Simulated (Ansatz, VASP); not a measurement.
# One calculation of WS2 (Tungstenite), two programs

```xyz
6
Lattice="3.1541 0.0000 0.0000 -1.5770 2.7315 0.0000 0.0000 0.0000 12.1404" Properties=species:S:1:pos:R:3 pbc="T T T"
W     0.0000    1.8210    3.0351
W     1.5770    0.9105    9.1053
S     0.0000    1.8210    7.5306
S     1.5770    0.9105    1.4604
S     0.0000    1.8210   10.6800
S     1.5770    0.9105    4.6098
```

Alike in both runs: functional PBE; dispersion D3(BJ); k mesh 12 × 12 × 4; no spin polarisation.

Ansatz relaxed the structure, and its values are those at the end. VASP's run is a single point on that final structure, the one shown.

|  | VASP | Ansatz |
| --- | --- | --- |
| version | VASP 6.6.1 | Ansatz 0.2.0 |
| potentials or method | VASP PAW PBE potentials, release 64 (W_sv, S) | scalar-relativistic, plane waves, PAW |
| plane-wave cutoff (eV) | 520 | 420 |
| occupations | gaussian, width 0.01 eV | fixed |
| valence electrons in the cell | 52 | 52 |

|  | VASP | Ansatz | Ansatz less VASP |
| --- | --- | --- | --- |
| gap on the k mesh at the Fermi level (eV) | 0.91 | 0.89 | -0.017 |
| least direct gap on the mesh (eV) | 1.83 | 1.83 | -0.003 |
| pressure (GPa) | 0.0 | 0.0 | +0.03 |

Caveats: spin-orbit coupling is left out, which moves the levels of the heavy elements. A k mesh can miss the band edges.
